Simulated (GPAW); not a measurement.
Write an ASE script for GPAW 26.7.0 that does the following.

* Task: relaxation of cell and atoms
* Functional: revPBE
* Dispersion: D4
* Potentials or basis: the program's PAW data sets (release 1.2.1) made for this functional
* Cutoff: 600 eV
* Basis: pw
* k mesh: 7 × 7 × 7
* Occupations: fermi-dirac, width 0.05 eV
* Spin: no spin polarisation
* Target pressure: 20 GPa
* Maxiter: 150
* Optimizer: LBFGS
* Fmax: 0.02 eV/Å
* Max steps: 40
* Target pressure: 20 GPa
* Convergence: density=1e-05 forces=0.0001

The structure of TePb lies in TePb.xyz:

```xyz
2
Lattice="0.0000000000 3.2310000000 3.2310000000 3.2310000000 0.0000000000 3.2310000000 3.2310000000 3.2310000000 0.0000000000" Properties=species:S:1:pos:R:3 pbc="T T T"
Pb     0.0000000000      0.0000000000      0.0000000000
Te     3.2310000000      3.2310000000      3.2310000000
```

One way to write it, as run:

run.py

```python
from ase.calculators.mixing import SumCalculator
from ase.filters import FrechetCellFilter
from ase.io import read, write
from ase.optimize import LBFGS
from ase.units import GPa
from dftd4.ase import DFTD4
from gpaw import GPAW, PW

atoms = read('TePb.xyz')

calc = GPAW(mode=PW(600),
            xc='revPBE',
            kpts={'size': (7, 7, 7), 'gamma': True},
            occupations={'name': 'fermi-dirac', 'width': 0.05},
            nbands=19,
            convergence={'density': 1e-05, 'forces': 0.0001},
            maxiter=150,
            txt='gpaw.txt')
atoms.calc = SumCalculator([calc, DFTD4(method='revpbe')])
opt = LBFGS(FrechetCellFilter(atoms, scalar_pressure=20 * GPa), trajectory='relax.traj', logfile='-')
done = opt.run(fmax=0.02, steps=40)
calc.write('gs.gpw')
write('result.traj', atoms)
print('Converged:', done)
print('Cell:', atoms.cell.cellpar().round(4))
print('Volume:', round(atoms.get_volume(), 4))
print(atoms.get_scaled_positions().round(5))
```

Potentials or basis: the program's PAW data sets (release 1.2.1) made for this functional, pw.

Launch:

```bash
$ OMP_NUM_THREADS=1 python run.py
```

It gave:

```json
{"Relaxed volume": "25.91 Å³/atom", "Relaxed cell": "a = 4.185 Å, b = 4.185 Å, c = 4.185 Å, α = 60.00°, β = 60.00°, γ = 60.00°", "Space group after relaxing (to 0.05 Å)": "Fm-3m (No. 225)", "Energy change on relaxing (the enthalpy is what falls)": "+379.3 meV/atom", "Ionic steps": "5", "Pressure after relaxing": "20.0 GPa", "Dispersion energy per atom": "-0.845 eV"}
```

Caveat: later steps reuse the first step's grids; the volume moved by over 15 % at a fixed basis, so the end points are rough.

Wall time 2.4 min on 1 thread of Arm Neoverse V1 (shared host), peak memory 0.25 GiB.
